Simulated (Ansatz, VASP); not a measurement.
**Two plane-wave programs on HfN**

POSCAR

```
HfN
1.0
    0.0000000000      2.2623875418      2.2623875418
    2.2623875418      0.0000000000      2.2623875418
    2.2623875418      2.2623875418      0.0000000000
Hf N
1 1
Direct
    0.5110502730      0.5110502730      0.4889497270
    0.0000000000      0.0000000000      0.0000000000
```

Contents of INCAR.step1:

```
SYSTEM = HfN
  ALGO = Normal
  EDIFF = 1E-4
  ENCUT = 520
  GGA = PE
  ISMEAR = 0
  LASPH = .True.
  LCHARG = .False.
  LREAL = .False.
  LWAVE = .True.
  NBANDS = 14
  NELM = 100
  PREC = Accurate
  SIGMA = 0.05
```

File INCAR.step2:

```
SYSTEM = HfN
  ALGO = Normal
  EDIFF = 1E-6
  ENCUT = 520
  ISIF = 2
  ISMEAR = 0
  ISTART = 1
  LASPH = .True.
  LCHARG = .True.
  LELF = .True.
  LMIXTAU = .True.
  LREAL = .False.
  LVHAR = .True.
  LWAVE = .False.
  METAGGA = R2SCAN
  NBANDS = 14
  NELM = 100
  PREC = Accurate
  SIGMA = 0.05
```

The input KPOINTS:

```
k-points
0
Gamma
  12 12 12
  0 0 0
```

Input for Ansatz:

```yaml
crystal:
  lattice:
    - [0.0, 2.2623875418, 2.2623875418]
    - [2.2623875418, 0.0, 2.2623875418]
    - [2.2623875418, 2.2623875418, 0.0]
  atoms:
    - { symbol: Hf, position: [0.511050273, 0.511050273, 0.488949727] }
    - { symbol: "N", position: [0.0, 0.0, 0.0] }
basis:
  ecutwfc: 500
  ecutrho_ratio: 4
kpoints:
  mp_grid: { grid: [12, 12, 12] }
hamiltonian:
  xc: r2scan
scf:
  occupations: { method: gaussian, width: 0.05 }
output:
  forces: true
  stress: true
  eigenvalues: true
  write_density: true
  write_potential: true
  elf: true
  volumetric_format: npy
```

Alike in both runs: task single point; functional r2SCAN; k mesh 12 × 12 × 12; occupations gaussian, width 0.05 eV; no spin polarisation.

```csv
,VASP,Ansatz
version,VASP 6.6.1,Ansatz 0.2.0
potentials or method,"VASP PAW PBE potentials, release 64 (Hf_pv, N)","scalar-relativistic, plane waves, PAW"
plane-wave cutoff (eV),520,500
valence electrons in the cell,15,31
```

Ansatz gave:

| Property | Result |
| --- | --- |
| gap on the k mesh at the Fermi level (eV) | none |
| pressure (GPa) | 0.3 |
| largest component of the traceless stress (GPa) | 0.57 |
| rms of the force components (eV/Å) | 0.341 |

Problem. Which values does VASP return?

Solution. gap on the k mesh at the Fermi level (eV): none; pressure (GPa): -2.3; largest component of the traceless stress (GPa): 0.56; rms of the force components (eV/Å): 0.338.

Atom by atom the forces differ by 0.004 eV/Å (rms over components). A gap of «none» marks a metal or a gap that the smearing closes. The two sets of potentials don't hold the same shells in valence.

Caveats: the PAW data sets were made with another functional, which shifts forces and pressure a little (VASP). The runs have no spin-orbit coupling, so splittings on Hf are missing.
